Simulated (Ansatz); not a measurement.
## Potassium (dhcp) across density functionals

All rows: Ansatz, plane waves with scalar-relativistic PAW, 420 eV (500 eV for the SCAN forms), relaxed under each functional, no dispersion correction, no zero-point motion. B₀ comes from uniform scaling at fixed shape; a dash is a value not given.

```tsv
functional	V (Å³/atom)	cell	B₀ (GPa)	magnetic state	ΔE to bcc (meV/atom)
PBE	74.06	a = 4.716 Å, c = 15.384 Å (c/a = 3.262)	4	spin not included	-1
PBEsol	71.32	a = 4.655 Å, c = 15.203 Å (c/a = 3.266)	4	spin not included	-1
LDA	64.64	a = 4.508 Å, c = 14.692 Å (c/a = 3.259)	4	spin not included	0
revPBE	80.02	a = 4.838 Å, c = 15.789 Å (c/a = 3.263)	3	spin not included	-1
RPBE	80.76	a = 4.853 Å, c = 15.837 Å (c/a = 3.263)	3	spin not included	-1
BLYP	75.88	a = 4.757 Å, c = 15.490 Å (c/a = 3.257)	3	spin not included	-2
```

**Question.** What does r²SCAN give?

**Answer.** V (Å³/atom): 76.51; cell: a = 4.765 Å, c = 15.563 Å (c/a = 3.266); B₀ (GPa): 3; magnetic state: spin not included; ΔE to bcc (meV/atom): 0.
